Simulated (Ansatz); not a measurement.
Runs of Ansatz 0.2.0 on C. It takes space group Fd-3m (No. 227, cubic). The conventional cell has a = 3.567 Å, b = 3.567 Å, c = 3.567 Å, α = 90.00°, β = 90.00°, γ = 90.00°. C (site symmetry -43m) is surrounded by 4 C at 1.54 Å. This isn't the form of C at room conditions, which is graphite.

```csv
screening (1/Å),gap on the mesh (eV),pressure (GPa)
0.4,4.99,-7.1
0.15,5.58,-8.4
0.2,5.43,(b)
0.6,4.71,(a)
0.1,5.75,(c)
```

Alike in all rows: task single point; level HSE06 form with a typed share of exact exchange; potentials or basis Ansatz PAW; no spin polarisation; cell as given; k mesh 7 × 7 × 7; cutoff (eV) 420; smearing fermi-dirac 0.05 eV; the mesh is coarse, so values aren't converged.

Task: Estimate the missing entries.

Result: (a) -5.6; (b) -8.2; (c) -8.5.

Caveats: all runs use coarse meshes; odd divisions of the mesh miss points on the zone boundary, where band edges often lie, so the gap on the mesh can be too wide; the PAW data sets come from PBE, with cores solved anew for the run's functional, which leaves a small shift of forces and pressure; the thresholds are loose for stress.

A k mesh can miss the band edges.
